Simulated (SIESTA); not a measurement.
Crystal: P.

```
CELL_PARAMETERS angstrom
1.64774 -5.46504 0.00000
1.64774 5.46504 0.00000
0.00000 0.00000 4.54364
ATOMIC_POSITIONS crystal
P 0.90414 0.09586 0.58882
P 0.09586 0.90414 0.41118
P 0.59586 0.40414 0.08882
P 0.40414 0.59586 0.91118
```

Base run:

- Program: SIESTA 5.4.2
- Functional: PBEsol
- Potentials or basis: PseudoDojo 0.4 standard (PBEsol files)
- Basis: SZP (energy shift 0.003 Ry)
- Grid cutoff: 500 Ry
- Energy shift: 0.003 Ry
- k mesh: 8 × 8 × 6
- Occupations: fermi-dirac, width 0.05 eV
- Spin: no spin polarisation

Its results: band gap on the k mesh 0.08 eV, direct; pressure 5.5 GPa; largest force 1.712 eV/Å.

After a change of settings the same cell gave: band gap on the k mesh 0.05 eV, direct; pressure 0.9 GPa; largest force 0.562 eV/Å. Which change was it?
A. basis from SZP (energy shift 0.003 Ry) to SZ (energy shift 0.003 Ry)
B. basis from SZP (energy shift 0.003 Ry) to DZP (energy shift 0.003 Ry)
C. basis from SZP (energy shift 0.003 Ry) to DZ (energy shift 0.003 Ry)

B.

Caveats: the basis of atomic orbitals isn't converged, which shifts pressures, moduli and gaps; forces of over 1 eV/Å show positions far from the minimum, so gaps and moduli don't describe the material at rest (some runs).
